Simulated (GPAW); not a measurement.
Input of a GPAW 26.7.0 run:

run.py

```python
from ase.dft.bandgap import bandgap
from ase.io import read, write
from ase.units import GPa
from gpaw import GPAW, PW

atoms = read('POSCAR')
atoms.set_initial_magnetic_moments([1.0, 1.0])

calc = GPAW(mode=PW(600),
            xc='PBE',
            kpts={'size': (12, 12, 7), 'gamma': True},
            occupations={'name': 'fermi-dirac', 'width': 0.05, 'fixmagmom': True},
            nbands=29,
            convergence={'density': 1e-05, 'energy': 1e-05},
            maxiter=150,
            txt='gpaw.txt')
atoms.calc = calc
energy = atoms.get_potential_energy()
forces = atoms.get_forces()
stress = atoms.get_stress()
calc.write('gs.gpw')
write('result.traj', atoms)
print(f'Energy: {energy:.6f} eV')
print('Forces (eV/A):')
print(forces.round(4))
print('Stress (GPa):', (stress / GPa).round(3))
print('Moments:', calc.get_magnetic_moments().round(3))
print('Fermi levels:', calc.get_fermi_levels().round(4), 'eV')
```

POSCAR

```
Ni
1.0
    2.4480228978      0.0000000000      0.0000000000
   -1.2240114489      2.1200500186      0.0000000000
    0.0000000000      0.0000000000      4.0728075700
Ni
2
Direct
    0.6666666667      0.3333333333      0.7500000000
    0.3333333333      0.6666666667      0.2500000000
```

Potentials or basis: GPAW PAW data sets (gpaw-data 1.2.1), pw.

Run with:

```sh
$ OMP_NUM_THREADS=1 python run.py
```

(1) Estimate the pressure.

## Answers

(1) 12.9 GPa.

Caveat: the gap line of the log is wrong at fixed moment; the stock nickel data set gives pressures a few GPa off other programs; the total moment is fixed, so each spin has its own Fermi level.
